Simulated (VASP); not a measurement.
Crystal: SnO2 (Cassiterite).

```
Sn O
1.0
     4.73800    0.00000    0.00000
     0.00000    4.73800    0.00000
     0.00000    0.00000    3.18650
Sn O
2 4
Direct
  0.50000 0.50000 0.50000
  0.00000 0.00000 0.00000
  0.80710 0.19290 0.50000
  0.69290 0.69290 0.00000
  0.19290 0.80710 0.50000
  0.30710 0.30710 0.00000
```

- Program: VASP 6.6.1
- Task: relaxation of cell and atoms
- Functional: vdW-DF-cx
- Potentials or basis: VASP PAW PBE potentials, release 64 (Sn_d, O)
- Cutoff: 600 eV
- k mesh: 6 × 6 × 8
- Occupations: fermi-dirac, width 0.05 eV
- Spin: no spin polarisation

At the start: pressure 6.4 GPa; volume 11.92 Å³/atom.

How do energy, volume and symmetry change on relaxing?

Over 5 steps the energy falls by 7.5 meV/atom and the volume is 12.26 Å³/atom (+2.8 %); space group P4_2/mnm (No. 136, to 0.05 Å).

The path:
```csv
step,energy change (eV),largest force (eV/Å),pressure (GPa),volume (Å³)
1,0.0000,0.2798,6.35,71.53
2,0.0332,0.2588,-7.34,76.54
3,-0.0448,0.0176,-0.08,73.62
4,-0.0448,0.0223,0.05,73.58
5,-0.0449,0.0052,0.05,73.56
```

Final structure:
```xyz
6
Lattice="4.7754 0.0000 0.0000 0.0000 4.7754 0.0000 0.0000 0.0000 3.2257" Properties=species:S:1:pos:R:3 pbc="T T T"
Sn    2.3877    2.3877    1.6128
Sn    4.7754    0.0000    0.0000
O     3.8496    0.9258    1.6128
O     3.3135    3.3135    0.0000
O     0.9258    3.8496    1.6128
O     1.4619    1.4619    0.0000
```

Caveat: the PAW data sets were made with another functional, which shifts forces and pressure a little.
